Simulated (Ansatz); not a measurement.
**Transmission past a defect: Ir wire along [110], 4 atoms a period, Pt in place of one Ir**

Wanted: the relaxed defect and the transmission past it, beside the channels of the perfect wire.

Method: DFT PBE, plane waves, PAW; relaxation of a wire's period, in the first sound run; inputs show where later runs differ, in Ansatz 0.2.0.

This is a report of a sequence of runs, with most program output left out.

## Step 1: Starting point

The cell holds 4 atoms: 4 Ir. Its edges and angles: a = 10.670 Å, b = 9.537 Å, c = 2.737 Å, α = 90.0°, β = 90.0°, γ = 90.0°. Vacuum lies along a and b. The structure's axis is c.

## Step 2: Relaxing the period

Band widths follow the bond lengths, so the wire is relaxed first. The atoms and the third cell vector are free; the box across stays fixed as vacuum. Moments are seeded so that a magnetic state can form if it lies lower. A Fermi-Dirac smearing is set since the result may be a metal. The pressure printed is a third of the stress's trace over the whole box, vacuum included; only the stress along the axis is relaxed.

Contents of input.yaml:

```yaml
crystal:
  lattice:
    - [10.67, 0.0, 0.0]
    - [0.0, 9.537, 0.0]
    - [0.0, 0.0, 2.7365032432]
  atoms:
    - { symbol: Ir, position: [0.318650422, 0.499973956, 0.0], spin: 0.8 }
    - { symbol: Ir, position: [0.681349578, 0.499973956, 0.0], spin: 0.8 }
    - { symbol: Ir, position: [0.5, 0.356506239, 0.5], spin: 0.8 }
    - { symbol: Ir, position: [0.5, 0.643441674, 0.5], spin: 0.8 }
magnetization:
  spin_polarized: true
kpoints:
  mp_grid: { grid: [1, 1, 30] }
scf:
  occupations: { method: fermi_dirac, width: 0.05 }
hamiltonian:
  xc: pbe
relax:
  cell: { fix: [a, b, alpha, beta, gamma] }
  max_steps: 60
```

Run with:

```sh
ansatz run input.yaml --threads 4 --pin off --max-ram 16384MiB --backend cpu --events-out ev --progress --plain --runs-dir out
```

Elapsed: 59 s, on 4 threads of Arm Neoverse V1, shared host; peak memory 0.77 GiB.

The steps of the relaxation:

```
step  energy less that of the first step (eV)  largest force component (eV/Å)  pressure (GPa)  volume (Å³)
   1                                   0.0000                          2.6331           -6.33       278.47
   2                                  -0.4385                          3.7561            5.16       267.44
   3                                  -0.9419                          1.3191            1.86       263.42
   4                                  -1.0507                          0.3124           -0.44       264.49
   5                                  -1.0600                          0.0688            0.04       262.84
   6                                  -1.0603                          0.0092            0.06       262.65
  7*                                  -1.0577                          0.0097            0.07       262.65
```

Relaxation steps marked * repeat the geometry before them on a plane-wave basis chosen anew for their cell, so energy and pressure can jump there.

The run keeps the 8 symmetry operations that it works with, so distortions that break them were not tested.

```
cell as run  before  after  change
      c (Å)   2.737  2.581  -5.7 %
```

The atoms that moved most (Å, along periodic axes as changes of fractional coordinates times the final cell, across vacuum about the mean position):

```
atom      dx      dy     dz  length
 Ir4   0.000  -0.124  0.000   0.124
 Ir3   0.000   0.124  0.000   0.124
 Ir1   0.044   0.000  0.000   0.044
 Ir2  -0.044   0.000  0.000   0.044
```

This step gave:

```
energy at zero smearing    : -47733.5619 eV
cell length along the wire : 2.581 Å
```

The cell's length comes to 2.581 Å with no moment.

## Step 3: Bands of the perfect wire

This step: DFT PBE, plane waves, PAW; channels and complex bands of a perfect wire (Ansatz 0.2.0).

At the relaxed period the Bloch states of the perfect wire are found at each energy: those that move forward count the open channels, and those that decay describe how a disturbance dies away inside the wire itself. An energy step of 0.035 eV is under the 0.039 eV that the program asks for its thermal average at 300 K.

Contents of input.yaml:

```yaml
crystal:
  lattice:
    - [10.67, 0.0, 0.0]
    - [0.0, 9.537, 0.0]
    - [0.0, 0.0, 2.5810678653]
  atoms:
    - { symbol: Ir, position: [0.322746706, 0.499973956, 0.0] }
    - { symbol: Ir, position: [0.677253294, 0.499973956, 0.0] }
    - { symbol: Ir, position: [0.5, 0.369503339, 0.5] }
    - { symbol: Ir, position: [0.5, 0.630444573, 0.5] }
kpoints:
  mp_grid: { grid: [1, 1, 31] }
scf:
  occupations: { method: fermi_dirac, width: 0.05 }
hamiltonian:
  xc: pbe
output:
  transmission:
    e_range: [-1.26, 1.26]
    de: 0.035
    kmesh: [1, 1]
    reduced_basis: true
    leads: [[0, 0]]
basis:
  ecutwfc: "350 eV"
```

Run time: 91 s. Hardware: 4 threads; peak memory 1.2 GiB; 5.4 min of CPU time.

Numbers from this step:

- energy at zero smearing: -47733.5264 eV
- channels at the energy nearest the Fermi level, one spin: 5
- conductance of the lead as this run defines it: 5.184 G₀
- band gap: 0 eV

The open channels of the lead, one spin by energy, zero at the Fermi level:

```
energy (eV)  open channels of the lead, one spin
      -1.26                                    6
      -1.19                                    6
      -1.08                                    7
      -1.01                                    7
      -0.91                                    5
      -0.84                                    5
      -0.73                                    4
      -0.67                                    4
      -0.56                                    3
      -0.49                                    4
      -0.39                                    5
      -0.32                                    5
      -0.21                                    5
      -0.14                                    5
      -0.04                                    5
       0.00                                    5
       0.04                                    5
       0.14                                    7
       0.21                                    8
       0.32                                    9
       0.39                                    9
       0.49                                    9
       0.56                                    9
       0.67                                    8
       0.73                                    8
       0.84                                    8
       0.91                                    7
       1.01                                    6
       1.08                                    6
       1.19                                    6
       1.26                                    5
```

The slowest values at each energy, most degenerate partners merged, listed up to 1.5 1/Å. Im kz of the slowest decaying states against energy, zero at the Fermi level:

```
energy (eV)  decay 1 (Å⁻¹)  decay 2 (Å⁻¹)  decay 3 (Å⁻¹)  decay 4 (Å⁻¹)
     -1.190         0.0507          0.139          0.140          0.173
     -1.085          0.130          0.145          0.164          0.194
     -1.015          0.101          0.120          0.174          0.180
     -0.910         0.0580         0.0596          0.143          0.171
     -0.805         0.0812         0.0904          0.110          0.118
     -0.700         0.0412          0.138          0.162          0.164
     -0.595         0.0487         0.0766          0.117          0.155
     -0.490         0.0311          0.166          0.181          0.211
     -0.385          0.171          0.237          0.242          0.274
     -0.315          0.171          0.258          0.282          0.282
     -0.210          0.166          0.172          0.287          0.288
     -0.105          0.153          0.274          0.283          0.322
      0.000         0.0638          0.127          0.244          0.266
      0.105         0.0674         0.0744          0.183          0.227
      0.210         0.0516          0.123          0.124          0.355
      0.315         0.0134          0.283          0.365          0.454
      0.385          0.177          0.352          0.371          0.442
      0.490          0.298          0.380          0.420          0.423
      0.595          0.373          0.388          0.404          0.469
      0.700          0.132          0.384          0.396          0.430
      0.805          0.188          0.363          0.404          0.478
      0.910         0.0114          0.226          0.340          0.411
      1.015         0.0118          0.126          0.256          0.317
      1.085         0.0949          0.163          0.273          0.300
      1.190          0.150          0.208          0.276          0.295
```

By hand: the program gives 3.9475 × 10^14 S/m² over the cell's cross-section of 101.76 Å² = 1.018 × 10^-18 m², so one cell conducts 4.017 × 10^-4 S. Divided by G0 = 2e²/h = 7.748 × 10^-5 S this is 5.18 G0, a resistance of 2.49 kΩ.

At the computed energy nearest the Fermi level there are 5 channels a spin, and the thermal average gives 5.18 G₀.

## Step 4: Relaxation of the scattering region

This step: DFT PBE, plane waves, PAW; relaxation of a junction in a wire, ends held (Ansatz 0.2.0).

System of this step: Ir wire along [110], 4 atoms a period, Pt in place of one Ir. The cell holds 36 atoms: 35 Ir and 1 Pt. Its edges and angles: a = 10.670 Å, b = 9.537 Å, c = 23.230 Å, α = 90.0°, β = 90.0°, γ = 90.0°. Regions: held atoms, 24 atoms (24 Ir); free atoms, 12 atoms (11 Ir and 1 Pt). Vacuum lies along a and b. The structure's axis is c.

12 atoms at the defect are free to relax, while 24 stay where the perfect wire has them, so that the ends still repeat as a lead. The cutoff is set under the files' recommended one to save time.

Contents of input.yaml:

```yaml
crystal:
  lattice:
    - [10.67, 0.0, 0.0]
    - [0.0, 9.537, 0.0]
    - [0.0, 0.0, 23.2296107881]
  atoms:
    - { symbol: Ir, position: [0.322746706, 0.499973956, 0.0] }
    - { symbol: Ir, position: [0.677253294, 0.499973956, 0.0] }
    - { symbol: Ir, position: [0.5, 0.369503339, 0.055555556] }
    - { symbol: Ir, position: [0.5, 0.630444573, 0.055555556] }
    - { symbol: Ir, position: [0.322746706, 0.499973956, 0.111111111] }
    - { symbol: Ir, position: [0.677253294, 0.499973956, 0.111111111] }
    - { symbol: Ir, position: [0.5, 0.369503339, 0.166666667] }
    - { symbol: Ir, position: [0.5, 0.630444573, 0.166666667] }
[... 24 atom lines left out ...]
    - { symbol: Ir, position: [0.322746706, 0.499973956, 0.888888889] }
    - { symbol: Ir, position: [0.677253294, 0.499973956, 0.888888889] }
    - { symbol: Ir, position: [0.5, 0.369503339, 0.944444444] }
    - { symbol: Ir, position: [0.5, 0.630444573, 0.944444444] }
magnetization:
  spin_polarized: true
kpoints:
  mp_grid: { grid: [1, 1, 2] }
scf:
  occupations: { method: fermi_dirac, width: 0.1 }
hamiltonian:
  xc: pbe
relax:
  constraints:
    - { sites: [0, 1, 2, 3, 4, 5, 6, 7, 8, 9, 10, 11, 24, 25, 26, 27, 28, 29, 30, 31, 32, 33, 34, 35] }
  f_tol: 0.06
  max_steps: 35
basis:
  ecutwfc: "350 eV"
```

Run time: 8.5 min. Hardware: 4 threads; peak memory 8.4 GiB.

Step by step:

```
step  energy less that of the first step (eV)  largest force component (eV/Å)
   1                                   0.0000                          2.4998
   2                                  -0.2319                          0.3540
   3                                  -0.2685                          0.1001
   4                                  -0.2728                          0.0540
```

The atoms that moved most (Å):

```
atom      dx     dy      dz  length
Pt20   0.000  0.280   0.006   0.280
Ir18  -0.034  0.024   0.013   0.044
Ir17   0.034  0.024   0.013   0.044
Ir22  -0.034  0.021  -0.004   0.040
Ir21   0.034  0.021  -0.004   0.040
Ir16   0.000  0.036  -0.009   0.037
Ir24   0.000  0.026   0.018   0.032
Ir14  -0.013  0.013   0.014   0.024
```

This step gave:

```
energy at zero smearing : -430189.6565 eV
```

The largest force component on a free atom ends at 0.054 eV/Å, under the limit of 0.06. Pt ends nearest to Ir at 2.61 Å, Ir at 2.61 Å, Ir at 2.71 Å, Ir at 2.71 Å, Ir at 2.71 Å, Ir at 2.71 Å and Ir at 2.75 Å.

(Part 1 of 2 ends here.)

[Logs are printed without paths, hosts, clocks, repeated set-up lines and the standing remarks that a program may print on its own settings, such as how far it seeks lower states.]

[Hosts, paths, dates, database ids (printed as entryN), source tags and the programs' standing remarks are cut or masked in the printed files.]
